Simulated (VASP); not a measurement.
## AlN: single point with PBE

AlN:

```
CELL_PARAMETERS angstrom
3.10624 -0.07771 0.03799
-1.62042 2.65124 0.03799
0.06078 0.10528 5.34662
ATOMIC_POSITIONS crystal
Al 0.33962 0.67196 0.99957
Al 0.67196 0.33962 0.49957
N 0.32129 0.66713 0.38543
N 0.66713 0.32129 0.88543
```

The cell isn't the ideal one: strained and moved within a subgroup.

```yaml
Program: VASP 6.6.1
Task: single point
Functional: PBE
Potentials_or_basis: VASP PAW PBE potentials, release 64 (Al, N)
Cutoff: 520 eV
k_mesh: 9 × 9 × 6
Occupations: gaussian, width 0.02 eV
Spin: no spin polarisation
Dipole_correction: no
Further_INCAR_settings: ALGO = Fast; EDIFF = 1e-07; NBANDS = 16
```

| Item | Value |
| --- | --- |
| Pressure | 1.4 GPa |
| Largest force | 1.944 eV/Å |
| Band gap on the k mesh | 3.56 eV, direct |

Forces in eV/Å, atoms in the order of the input:
```
Al   0.311 -1.539  0.876
Al  -1.489 -0.500  0.876
N    1.693  0.382 -0.876
N   -0.515  1.658 -0.876
```

Stress tensor (GPa, compression positive):
```
  5.33  11.77  -3.90
 11.77  18.92  -6.75
 -3.90  -6.75 -20.07
```

Levels at points of the mesh, in eV from the valence-band top:
```
           k point  band 4  band 5  band 6  band 7  band 8  band 9  band 10  band 11  band 12  band 13
(0.00, 0.00, 0.00)   -0.73   -0.54   -0.28   -0.25    0.00    3.56     7.04     9.72    11.11    11.39
(0.00, 0.00, 0.50)   -3.62   -0.56   -0.56   -0.21   -0.21    6.24     6.24     9.63     9.63    11.55
```

It took 45 s on 1 thread of Intel(R) Xeon(R) Platinum 8488C (Sapphire Rapids), on a shared host, peak memory 0.2 GiB.

Caveat: forces of over 1 eV/Å show positions far from the minimum, so gaps and moduli don't describe the material at rest.
